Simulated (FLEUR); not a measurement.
## BP under changes of volume

One of the cells (11.682 Å³/atom); the others are scaled copies at fixed shape and fractional positions:

```
P B
1.0
     0.00000    2.26900    2.26900
     2.26900    0.00000    2.26900
     2.26900    2.26900    0.00000
P B
1 1
Direct
  0.75000 0.75000 0.75000
  0.00000 0.00000 0.00000
```

| Quantity | Value |
| --- | --- |
| Program | FLEUR MaX-R8.1 (later development tree) |
| Functional | PBEsol |
| Potentials or basis | all-electron |
| Basis | FLAPW |
| Kmax | 5.47 1/bohr |
| k mesh | 10 × 10 × 10 |
| Occupations | fermi-dirac, width 0.05 eV |
| Spin | no spin polarisation |

```tsv
volume (Å³/atom)	energy over the lowest point (meV/atom)	gap on the mesh (eV)
10.981	15.15	1.06
11.214	4.71	1.09
11.448	0.00	1.11
11.682	0.50	1.14
11.915	?	?
12.149	15.21	1.19
12.383	28.60	1.21
```

Q: What does the run at 11.915 Å³/atom give?

A: Energy over the lowest point 5.71 meV/atom; gap on the mesh 1.16 eV.

Worked out: A Birch-Murnaghan fit of order 3 (a polynomial in V^(-2/3)) to the other rows has its minimum at 11.54 Å³/atom with B0 = V·E''(V) = 169 GPa and B' = 3.9. It gives 5.71 meV/atom at 11.915 Å³/atom, against the run's 5.71. A straight line through the other rows of the gap, of slope 1.25 eV per unit of ln V, gives 1.16 eV, against the run's 1.16.

Energies are extrapolated to zero smearing.

A mesh can miss the band edges.
